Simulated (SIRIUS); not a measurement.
AlNi in SIRIUS: the effect of functional

The system is AlNi.

```
Ni Al
1.0
     2.88100    0.00000    0.00000
     0.00000    2.88100    0.00000
     0.00000    0.00000    2.88100
Ni Al
1 1
Cartesian
  1.4405 1.4405 1.4405
  0.0000 0.0000 0.0000
```

Alike in all runs:

| Quantity | Value |
| --- | --- |
| Program | SIRIUS 7.12.0 |
| Task | single point |
| Potentials or basis | PseudoDojo 0.4.1 PBE standard (scalar relativistic) |
| Cutoff | 1333 eV |
| Density cutoff | 5334 eV |
| k mesh | 5 × 5 × 5 |
| Occupations | fermi-dirac, width 0.05 eV |
| Spin | collinear spin, ferromagnetic start |
| Starting moments | [1.0, 0.0] μB |

| functional | pressure (GPa) |
| --- | --- |
| PBE | ? |
| RPBE | 5.3 |
| revPBE | 4.5 |
| B86bPBE | 3.5 |
| HCTH407 | -4.2 |

Question: What does the run with functional PBE give?

Answer: Pressure 2.6 GPa.

Caveats: all runs use coarse meshes; the potentials were made for another functional, which shifts forces and pressure (some runs); a moment of about a tenth of a μB was left, which can be a remnant of the start and isn't listed (some runs).
